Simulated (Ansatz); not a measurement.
# SrTiO3: band gap under strain

How does strain move the band edges of SrTiO3 built on the cubic perovskite prototype, and do the functionals agree on it? States: -2.0 % equal strain in all directions; -1.0 % equal strain in all directions; +1.0 % equal strain in all directions.

Program: Ansatz 0.2.0. PAW datasets, plane waves. Spin-unpolarised throughout; all numbers are computed.

## Step 1: The cell

The unstrained cell was relaxed with r2SCAN; in each strained cell the atoms were relaxed again with r2SCAN. Names of k-points are those of the unstrained zone, where strain can split equivalent points. First state: -2.0 % equal strain in all directions.

The symmetry is Pm-3m (No. 221, cubic); a = 3.829 Å in the conventional setting, 11.23 Å³ an atom. Around Sr lie 12 O at 2.71 Å; around Ti lie 6 O at 1.91 Å; around O lie 2 Ti at 1.91 Å and 4 Sr at 2.71 Å.

As a file:

```cif
data_structure
_symmetry_space_group_name_H-M 'Pm-3m'
_symmetry_Int_Tables_number 221
_cell_length_a 3.8287
_cell_length_b 3.8287
_cell_length_c 3.8287
_cell_angle_alpha 90.000
_cell_angle_beta 90.000
_cell_angle_gamma 90.000
_cell_volume 56.13
loop_
_atom_site_label
_atom_site_type_symbol
_atom_site_symmetry_multiplicity
_atom_site_Wyckoff_symbol
_atom_site_fract_x
_atom_site_fract_y
_atom_site_fract_z
_atom_site_occupancy
Sr1 Sr 1 a 0.00000 0.00000 0.00000 1
Ti1 Ti 1 b 0.50000 0.50000 0.50000 1
O1 O 3 c 0.50000 0.50000 0.00000 1
```

From earlier runs on the unstrained cell: PBE 1.88 eV, r2SCAN 2.26 eV, HSE06 3.32 eV, r2SCAN+SOC 2.24 eV; a = 3.907 Å.

## Step 2: -2.0 % equal strain in all directions: PBE

input.yaml

```yaml
crystal:
  lattice:
    - [3.8287144715, 0.0, 0.0]
    - [0.0, 3.8287144715, 0.0]
    - [0.0, 0.0, 3.8287144715]
  atoms:
    - { symbol: Sr, position: [0.0, 0.0, 0.0] }
    - { symbol: Ti, position: [0.5, 0.5, 0.5] }
    - { symbol: O, position: [0.5, 0.5, 0.0] }
    - { symbol: O, position: [0.5, 0.0, 0.5] }
    - { symbol: O, position: [0.0, 0.5, 0.5] }
kpoints:
  mp_grid: { grid: [6, 6, 6] }
  band_path:
    path: [[0.0, 0.0, 0.0], [0.0, 0.5, 0.0], [0.5, 0.5, 0.0], [0.5, 0.5, 0.5]]
    npoints: 1
hamiltonian:
  xc: pbe
scf:
  occupations: { method: fermi_dirac, width: 0.02 }
  n_extra_bands: 5
output:
  forces: true
  stress: true
  eigenvalues: true
```

Command:

```console
$ ansatz run input.yaml --threads 2 --pin off --max-ram 20275MiB --backend cpu --events-out ev --progress --plain --runs-dir out
```

After this run come: -2.0 % equal strain in all directions: r2SCAN; -2.0 % equal strain in all directions: HSE06; -2.0 % equal strain in all directions: r2SCAN+SOC; -2.0 % equal strain in all directions: r2SCAN; -1.0 % equal strain in all directions: PBE; -1.0 % equal strain in all directions: r2SCAN; -1.0 % equal strain in all directions: HSE06; -1.0 % equal strain in all directions: r2SCAN+SOC; -1.0 % equal strain in all directions: r2SCAN; +1.0 % equal strain in all directions: PBE; +1.0 % equal strain in all directions: r2SCAN; +1.0 % equal strain in all directions: HSE06; +1.0 % equal strain in all directions: r2SCAN+SOC; +1.0 % equal strain in all directions: r2SCAN.

What does the calculation give?

As calculated:

Least gap in eV (negative: overlap), with the change from the unstrained cell in brackets:

```
                                state  volume change (%)           PBE        r2SCAN         HSE06
-2.0 % equal strain in all directions               -5.9  2.00 (+0.12)  2.40 (+0.14)  3.47 (+0.15)
-1.0 % equal strain in all directions               -3.0  1.94 (+0.06)  2.33 (+0.07)  3.40 (+0.08)
+1.0 % equal strain in all directions               +3.0  1.83 (-0.05)  2.19 (-0.07)  3.25 (-0.07)
```

What this shows: The largest move of the HSE06 gap in the table is +0.149 eV, under -2.0 % equal strain in all directions. PBE and HSE06 differ by 1.44 eV on the unstrained gap, and by at most 0.03 eV on its change: PBE follows the response to strain far better than the gap itself.
